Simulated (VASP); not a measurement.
These are PBEsol GGA, VASP's PBE PAW potentials (set 64) (plane waves; VASP) values and carry that method's errors.

Input for VASP

INCAR:
```
! general
SYSTEM  = CsPbI3
PREC    = Accurate
ENCUT   = 520   ! plane-wave cut-off (eV)
LREAL   = .FALSE.   ! projection in real space or not
LASPH   = .TRUE.

! electronic loop
EDIFF   = 1E-7   ! SCF stop (eV)
NELM    = 100   ! most electronic steps
ALGO    = Normal
LMAXMIX = 4   ! l cut-off of mixed one-centre charges

! smearing
ISMEAR  = 0   ! Gaussian
SIGMA   = 0.05   ! width (eV)

! functional
GGA     = PS

! ions
ISIF    = 2

! output
LWAVE   = .FALSE.
LCHARG  = .FALSE.
```

POSCAR:
```
CsPbI3
6.2082930
  0.9999999749   0.0000000000   0.0000000000
  0.0000000000   0.9999999749   0.0000000000
  0.0000000000   0.0000000000   0.9999999749
Cs Pb I
1 1 3
direct
  0.0000000000   0.0000000000   0.0000000000
  0.5000000000   0.5000000000   0.5000000000
  0.5000000000   0.0000000000   0.5000000000
  0.0000000000   0.5000000000   0.5000000000
  0.5000000000   0.5000000000   0.0000000000
```

KPOINTS:
```
kpoints
0
gamma
 4 4 4
0 0 0
```

POTCAR, in this order: Cs_sv Pb_d I (PBE.64 set). Program: vasp_std.

The run wrote:

**OUTCAR**
```
 ion  position               nearest neighbor table
   1  0.000  0.000  0.000-
   2  0.500  0.500  0.500-   3 3.10   4 3.10   5 3.10   5 3.10   3 3.10   4 3.10
   3  0.500  0.000  0.500-   2 3.10   2 3.10
   4  0.000  0.500  0.500-   2 3.10   2 3.10
   5  0.500  0.500  0.000-   2 3.10   2 3.10
  LATTYP: Found a simple cubic cell.
 ALAT       =     6.2082928439
 Subroutine PRICEL returns:
 Original cell was already a primitive cell.
 Subroutine GETGRP returns: Found 48 space group operations
The static configuration has the point symmetry O_h .
The dynamic configuration has the point symmetry O_h .
 Subroutine INISYM returns: Found 48 space group operations
 Subroutine IBZKPT returns following result:
 Found     10 irreducible k-points:

 Following reciprocal coordinates:
            Coordinates               Weight
  0.000000  0.000000  0.000000      1.000000
  0.250000  0.000000  0.000000      6.000000
  0.500000  0.000000  0.000000      3.000000
  0.250000  0.250000  0.000000     12.000000
  0.500000  0.250000  0.000000     12.000000
  0.500000  0.500000  0.000000      3.000000
...
```

File OSZICAR:
```
       N       E                     dE             d eps       ncg     rms          rms(c)
DAV:   1     0.367671399940E+03    0.36767E+03   -0.17969E+04   520   0.145E+03
DAV:   2     0.284871444876E+02   -0.33918E+03   -0.33139E+03   626   0.308E+02
DAV:   3    -0.134370086685E+02   -0.41924E+02   -0.40855E+02   632   0.119E+02
DAV:   4    -0.152297817905E+02   -0.17928E+01   -0.17903E+01   702   0.310E+01
DAV:   5    -0.152917921804E+02   -0.62010E-01   -0.61995E-01   714   0.451E+00    0.378E+00
DAV:   6    -0.150233965921E+02    0.26840E+00   -0.48520E-01   750   0.493E+00    0.249E+00
DAV:   7    -0.149913703035E+02    0.32026E-01   -0.31689E-01   712   0.291E+00    0.940E-01
DAV:   8    -0.149946310735E+02   -0.32608E-02   -0.41449E-02   604   0.174E+00    0.248E-01
DAV:   9    -0.149948973132E+02   -0.26624E-03   -0.61995E-03   682   0.713E-01    0.787E-02
DAV:  10    -0.149947953680E+02    0.10195E-03   -0.82578E-04   624   0.243E-01    0.382E-02
DAV:  11    -0.149948478738E+02   -0.52506E-04   -0.32102E-04   732   0.125E-01    0.411E-02
DAV:  12    -0.149948475427E+02    0.33107E-06   -0.21611E-05   650   0.263E-02    0.266E-02
DAV:  13    -0.149948463590E+02    0.11837E-05   -0.26009E-06   698   0.132E-02    0.113E-02
DAV:  14    -0.149948457581E+02    0.60091E-06   -0.23868E-06   694   0.127E-02    0.233E-03
DAV:  15    -0.149948458551E+02   -0.97032E-07   -0.67450E-07   618   0.534E-03
   1 F= -.14994846E+02 E0= -.14994846E+02  d E =-.110220E-13
```

OUTCAR:
```
------------------------ aborting loop because EDIFF is reached ----------------------------------------
  FORCE on cell =-STRESS in cart. coord.  units (eV):
  Direction    XX          YY          ZZ          XY          YZ          ZX
  --------------------------------------------------------------------------------------
  Total        0.6900613      0.6900613      0.6900613      0.0000000     -0.0000000     -0.0000000
  in kB        4.6204223      4.6204223      4.6204223      0.0000000     -0.0000000     -0.0000000
  external PRESSURE =       4.6204223 kB  Pullay stress =       0.0000000 kB
  volume of cell :      239.29
      direct lattice vectors                 reciprocal lattice vectors
     6.208292844  0.000000000  0.000000000     0.161074876  0.000000000  0.000000000
     0.000000000  6.208292844  0.000000000     0.000000000  0.161074876  0.000000000
     0.000000000  0.000000000  6.208292844     0.000000000  0.000000000  0.161074876
 POSITION                                       TOTAL-FORCE (eV/Angst)
 -----------------------------------------------------------------------------------
      0.00000      0.00000      0.00000         0.000000      0.000000      0.000000
      3.10415      3.10415      3.10415         0.000000      0.000000      0.000000
      3.10415      0.00000      3.10415         0.000000      0.000000      0.000000
      0.00000      3.10415      3.10415         0.000000      0.000000      0.000000
      3.10415      3.10415      0.00000         0.000000      0.000000      0.000000
 -----------------------------------------------------------------------------------
    total drift:                                0.000000     -0.000000     -0.000000
  FREE ENERGIE OF THE ION-ELECTRON SYSTEM (eV)
  ---------------------------------------------------
  free  energy   TOTEN  =       -14.9948458551 eV

  energy  without entropy=      -14.9948458551  energy(sigma->0) =      -14.99484586
```
(Selected blocks of OUTCAR.)

The compound is CsPbI3 in the cubic perovskite structure, the ideal cubic form; the compound distorts at low or room temperature. It was relaxed first.
